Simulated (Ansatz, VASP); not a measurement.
## One calculation of LiCl, two programs

```
Li Cl
1.0
     0.00000    2.56476    2.56476
     2.56476    0.00000    2.56476
     2.56476    2.56476    0.00000
Li Cl
1 1
Direct
  0.00000 0.00000 0.00000
  0.57311 0.42689 0.57311
```

Change from the starting cell: one atom moved.

Alike in both runs: task single point; functional PBE; k mesh 8 × 8 × 8; occupations gaussian, width 0.02 eV; no spin polarisation.

|  | VASP | Ansatz |
| --- | --- | --- |
| version | VASP 6.6.1 | Ansatz 0.2.0 |
| potentials or method | VASP PAW PBE potentials, release 64 (Li_sv, Cl) | scalar-relativistic, plane waves, PAW |
| plane-wave cutoff (eV) | 520 | 420 |
| valence electrons in the cell | 10 | 10 |

|  | VASP | Ansatz | Ansatz less VASP |
| --- | --- | --- | --- |
| gap on the k mesh at the Fermi level (eV) | 6.26 | 6.25 | -0.011 |
| least direct gap on the mesh (eV) | 6.26 | 6.25 | -0.011 |
| rms of the force components (eV/Å) | 0.364 | 0.359 | -0.0053 |

Atom by atom the forces differ by 0.005 eV/Å (rms over components).

 A k mesh can miss the band edges.
